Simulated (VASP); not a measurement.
Here is a VASP 6.6.1 calculation.

INCAR

```
PREC = Accurate
ENCUT = 700
EDIFF = 1E-7
ISMEAR = 0
SIGMA = 0.1
LREAL = F
LASPH = T
NELM = 80
ALGO = Normal
ISIF = 2
LWAVE = F
LCHARG = F
GGA = PS
NBANDS = 18
```

KPOINTS

```
Automatic mesh
0
Gamma
  15 15 8
```

The input POSCAR:

```
Sc
1.0
    3.2785900000      0.0000000000      0.0000000000
   -1.6392900000      2.8393400000      0.0000000000
    0.0000000000      0.0000000000      5.0848600000
Sc
2
Direct
    0.3333300000      0.6666700000      0.2500000000
    0.6666700000      0.3333300000      0.7500000000
```

Potentials or basis: VASP PAW PBE potentials, release 64 (Sc_sv).

Launch:

```sh
$ cat potpaw_PBE.64/Sc_sv/POTCAR > POTCAR
$ mpirun -np 1 vasp_std > vasp.out
```

Problem. Predict the pressure.

Solution. 0.0 GPa.

Problem. Predict the band gap on the k mesh.

Solution. None (metal or under the smearing width).

Caveat: the PAW data sets were made with another functional, which shifts forces and pressure a little.
